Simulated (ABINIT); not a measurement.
Set up this calculation in ABINIT 10.8.3 (patched build), as the native input.

```
Task                                            : band structure
Functional                                      : revPBE
Potentials or basis                             : JTH PAW PBE v2.0
Cutoff                                          : 408 eV
k mesh                                          : 11 × 11 × 6
Occupations                                     : fermi-dirac, width 0.05 eV
Spin                                            : no spin polarisation
Fine-grid cutoff                                : 816.342 eV
Exchange and correlation inside the PAW spheres : full angular mesh (pawxcdev 0, this build's default; the released program takes 1)
```

Crystal: Ru.

```xyz
2
Lattice="2.7058 0.0000 0.0000 -1.3529 2.3433 0.0000 0.0000 0.0000 4.2819" Properties=species:S:1:pos:R:3 pbc="T T T"
Ru    1.3529    0.7811    3.2114
Ru    0.0000    1.5622    1.0705
```

These files were run (other wordings do the same):

run.abi

```
# Datasets: ground state, then fixed potential
ndtset 2

# Pseudopotentials
pp_dirpath "./"
pseudos "Ru.GGA_PBE-JTH.xml"

# Structure
acell 5.113220948 5.1132209481 8.091618293
rprim
     1.0000000000     0.0000000000     0.0000000000
    -0.5000000000     0.8660254038     0.0000000000
     0.0000000000     0.0000000000     1.0000000000
ntypat 1
znucl 44
natom 2
typat 1 1
xred
     0.6666666667     0.3333333333     0.7500000000
     0.3333333333     0.6666666667     0.2500000000

# Plane-wave basis
ecut 15.0
pawecutdg 30.0

# Exchange and correlation
ixc 14

# Bands and occupations
occopt 3
tsmear 0.05 eV

# SCF cycle
nstep 100

# Output
iomode 3
prtwf 0
prteig 0
prtebands 0
enunit 2
prtden1 1
prtvha1 1
prtvclmb1 1
prtpot1 1

# Dataset 1
kptopt1 1
ngkpt1 11 11 6
nshiftk1 1
shiftk1 0.0 0.0 0.0
nband1 20
tolvrs1 1.0e-9

# Dataset 2: bands along G-M-K-G-A-L-H-A
iscf2 -2
getden2 1
nband2 24
nbdbuf2 2
tolwfr2 1.0e-12
kptopt2 -7
ndivsm2 6
prteig2 1
prtvol2 -3
kptbounds2
     0.0000000000     0.0000000000     0.0000000000
     0.5000000000     0.0000000000     0.0000000000
     0.3333333333     0.3333333333     0.0000000000
     0.0000000000     0.0000000000     0.0000000000
     0.0000000000     0.0000000000     0.5000000000
     0.5000000000     0.0000000000     0.5000000000
     0.3333333333     0.3333333333     0.5000000000
     0.0000000000     0.0000000000     0.5000000000
```

Potentials or basis: JTH PAW PBE v2.0.

Launch:

```bash
$ abinit run.abi > log 2>&1
```

Results of the run:

- Pressure: 7.2 GPa
- Band gap on the k mesh: none (metal or under the smearing width)
- Valence electrons inside the program's atomic spheres: Ru 13.73 (radii [1.1697] Å)

Caveat: the PAW data sets were made with another functional, which shifts forces and pressure a little.

It took 27 s on 1 thread of Arm Neoverse V2, on a shared host, peak memory 0.11 GiB.
